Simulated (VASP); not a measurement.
# BeTe: relaxed cell and band gap, by functional

BeTe, F-43m (no. 216), 2 atoms in the cell.

| Functional | Volume (Å³/atom) | Change from the starting volume (fraction) | Gap, path and mesh (eV) | Time (s) |
|---|---|---|---|---|
| RPBE | 23.39 | 0.101 | 2.18 | 62 |
| revPBE | 23.26 | 0.094 | 2.14 | 61 |
| AM05 | 22.24 | 0.046 | 1.92 | 85 |
| BLYP | 23.86 | 0.123 | 2.37 | 166 |
| optPBE exchange with PBE correlation | 22.66 | 0.066 | 1.96 | 75 |
| optB88 exchange with PBE correlation | 22.38 | 0.053 | 1.89 | 82 |
| optB86b exchange with PBE correlation | 22.14 | 0.042 | 1.77 | 81 |
| PW86R exchange with PBE correlation | 23.59 | 0.110 | 2.18 | 72 |
| CX exchange with PBE correlation | 22.06 | 0.038 | 1.70 | 68 |

Limits: Spin-orbit coupling is left out, and with elements this heavy it changes the gap.

## Input of the first row

INCAR.step1:
```
SYSTEM = BeTe
ALGO = Normal
EDIFF = 1E-7
EDIFFG = -0.005
ENCUT = 600
GGA = RP
GGA_COMPAT = .FALSE.
IBRION = 2
ISIF = 3
ISMEAR = 0
LASPH = .TRUE.
LCHARG = .FALSE.
LREAL = .FALSE.
LWAVE = .FALSE.
NELM = 150
NSW = 60
PREC = Accurate
SIGMA = 0.02
```

INCAR.step2, as INCAR.step1 but for:
```
- NSW = 60
+ NSW = 40
```

INCAR.step3, as INCAR.step2 but for:
```
- EDIFFG = -0.005
- IBRION = 2
- ISIF = 3
- NSW = 40
+ ISIF = 2
+ NBANDS = 11
```

KPOINTS:
```
k-points
0
Gamma
  6 6 6
```

KPOINTS_OPT:
```
path GXWKGLUWLK,UX
8
line-mode
reciprocal
 0.0000000000  0.0000000000  0.0000000000  G
 0.5000000000  0.0000000000  0.5000000000  X

 0.5000000000  0.0000000000  0.5000000000  X
 0.5000000000  0.2500000000  0.7500000000  W

 0.5000000000  0.2500000000  0.7500000000  W
 0.3750000000  0.3750000000  0.7500000000  K

 0.3750000000  0.3750000000  0.7500000000  K
 0.0000000000  0.0000000000  0.0000000000  G

 0.0000000000  0.0000000000  0.0000000000  G
 0.5000000000  0.5000000000  0.5000000000  L

 0.5000000000  0.5000000000  0.5000000000  L
 0.6250000000  0.2500000000  0.6250000000  U

 0.6250000000  0.2500000000  0.6250000000  U
 0.5000000000  0.2500000000  0.7500000000  W

 0.5000000000  0.2500000000  0.7500000000  W
 0.5000000000  0.5000000000  0.5000000000  L

 0.5000000000  0.5000000000  0.5000000000  L
 0.3750000000  0.3750000000  0.7500000000  K

 0.6250000000  0.2500000000  0.6250000000  U
 0.5000000000  0.0000000000  0.5000000000  X
```

POSCAR.step1:
```
BeTe
1.0
    0.0000000000      2.7700000000      2.7700000000
    2.7700000000      0.0000000000      2.7700000000
    2.7700000000      2.7700000000      0.0000000000
Te Be
1 1
Direct
    0.7500000000      0.7500000000      0.7500000000
    0.0000000000      0.0000000000      0.0000000000
```

Commands (each step's output is kept before the next begins):
```
cat potpaw_PBE.64/Te/POTCAR potpaw_PBE.64/Be/POTCAR > POTCAR
cp INCAR.step1 INCAR
cp POSCAR.step1 POSCAR
mpirun -np 1 vasp_std > vasp.out
cp CONTCAR POSCAR
rm WAVECAR CHG
cp INCAR.step2 INCAR
mpirun -np 1 vasp_std > vasp.out
cp CONTCAR POSCAR
rm WAVECAR CHG
cp INCAR.step3 INCAR
mpirun -np 1 vasp_std > vasp.out
```

Changes of the last row against the first:
```
(all steps)
- GGA = RP
+ GGA = CX
```

VASP 6.6.1 took 62 s on 1 core (AMD EPYC 7R43 (Zen 3)), a shared host.
